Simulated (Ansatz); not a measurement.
**Zone-centre phonons of InP at 6 GPa: input and output**

The calculation used DFT PBEsol, scalar-relativistic, plane waves, PAW (Ansatz).

Launched with:
```bash
ansatz run input.yaml --threads 1 --pin off --max-ram 3072MiB --backend cpu --events-out ev --progress --plain --runs-dir out
```

Input (bare energies are in eV):
```yaml
crystal:
  lattice:
    - [0.0, 2.6754591848, 2.6754591848]
    - [2.6754591848, 0.0, 2.6754591848]
    - [2.6754591848, 2.6754591848, 0.0]
  atoms:
    - { symbol: In, position: [0.0, 0.0, 0.0] }
    - { symbol: P, position: [0.5, 0.5, 0.5] }
basis:
  ecutwfc: 420
kpoints:
  mp_grid: { grid: [14, 14, 14] }
hamiltonian:
  xc: pbesol
scf:
  occupations: { method: fermi_dirac, width: 0.15 }
output:
  eigenvalues: true
phonons:
  method: dfpt
  eigenvectors: true
```

The end of the output:
```
--- Phonons (Γ-DFPT): 2 representative perturbations + reference, on 244 of 2744 k-points (Σ response iterations 6) ---
  k mesh reduced under 8 symmetry operations, with k and −k counted as one. Each operation leaves every solved perturbation unchanged. A smaller set is not used because it would not reduce the number of displacements ...
  ASR residual: 6.985e-5 → 0.000e0 eV/Å²; symmetrization residual: 8.687e-6 eV/Å²
  ASR residual per site (eV/Å²): 5.58e-5 6.99e-5
  Γ frequencies (cm⁻¹): 0.00 0.00 0.00 206.05 206.05 206.05
  non-analytic LO–TO correction: not included (Born effective charges unavailable; polar crystals: no LO–TO splitting at Γ)
```

It took 40 s on 1 thread of Arm Neoverse V1 (shared host), peak memory 0.67 GiB.

In a metal, frequencies and elastic constants depend on the k mesh and the smearing, soft modes and shear constants most. Other phases may be more stable at this pressure.

This rock-salt form isn't the usual stable structure of the compound at low pressure.